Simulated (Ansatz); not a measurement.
## SnH$_{2}$: course of a relaxation

All numbers below come from Ansatz 0.2.0, DFT PBE, scalar-relativistic, plane waves, PAW. Run with 420 eV cutoff, 16×16×16 k-mesh, Gaussian smearing of 0.10 eV, no spin polarisation.

What was changed in HfH2: Hf → Sn on all its sites, cell and atoms relaxed.

Input:

```yaml
crystal:
  lattice:
    - [-1.9486695002, 1.9486695002, 2.5337380898]
    - [1.9486695002, -1.9486695002, 2.5337380898]
    - [1.9486695002, 1.9486695002, -2.5337380898]
  atoms:
    - { symbol: Sn, position: [0.0, 0.0, 0.0] }
    - { symbol: H, position: [0.75, 0.25, 0.5] }
    - { symbol: H, position: [0.25, 0.75, 0.5] }
basis:
  ecutwfc: 420
kpoints:
  mp_grid: { grid: [16, 16, 16] }
hamiltonian:
  xc: pbe
scf:
  occupations: { method: gaussian, width: 0.1 }
output:
  forces: true
  stress: true
  eigenvalues: true
relax:
  adjacent_minimum: "off"
  f_tol: 0.01
  max_steps: 60
  cell: { stress_tol: 0.1 }
```

F is the free energy. Steps run on the plane waves of an earlier cell, but the last one, and at times one on the way, on a freshly chosen basis, so a repeated geometry can differ a little in energy.

Steps:

```tsv
step	F − F(1) (eV)	largest force component (eV/Å)	V (Å³/atom)	P (GPa)
1	0.0000	0.000	12.829	0.25
2	-0.0015	0.000	12.950	-0.04
3	-0.0050	0.000	13.159	-0.53
4	-0.0060	0.000	13.044	-0.16
5	-0.0061	0.000	12.998	0.00
6	-0.0069	0.000	12.998	0.01
```

Relaxed structure:

```
CELL_PARAMETERS angstrom
-1.90673 1.90673 2.68138
1.90673 -1.90673 2.68138
1.90673 1.90673 -2.68138
ATOMIC_POSITIONS crystal
Sn 0.00000 0.00000 0.00000
H 0.75000 0.25000 0.50000
H 0.25000 0.75000 0.50000
```

It takes space group I4/mmm (No. 139, tetragonal). The conventional cell has a = 3.813 Å, b = 3.813 Å, c = 5.363 Å, α = 90.00°, β = 90.00°, γ = 90.00°. Sn (site symmetry 4/mmm) is surrounded by 8 H at 2.33 Å. H (site symmetry -4m2) has 4 Sn at 2.33 Å as nearest neighbours.

The run converged. The run took roughly 30 core-seconds.